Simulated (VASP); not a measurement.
# MgS (rocksalt): one GW calculation on PBE orbitals in two programs

```
Mg S
1.0
     0.00000    2.60152    2.60152
     2.60152    0.00000    2.60152
     2.60152    2.60152    0.00000
Mg S
1 1
Cartesian
  0.0000 0.0000 0.0000
  2.6015 2.6015 2.6015
```

The two codes use different PAW datasets and cutoffs. VASP's cell holds 16 valence electrons and Ansatz's 16. Both sum 105 empty bands with a screening cutoff of 120 eV, short of the basis and mesh limit, and the G₀W₀ gap is that of the linearised levels of the first step.

Cutoffs: 500 eV in VASP, 420 eV in Ansatz. k meshes: 6×6×6 and 6×6×6.

```json
{"": "PBE gap on the mesh", "VASP": "2.78 eV", "Ansatz": "2.79 eV"}
{"": "G₀W₀ gap on the mesh", "VASP": "4.24 eV", "Ansatz": "4.15 eV"}
```
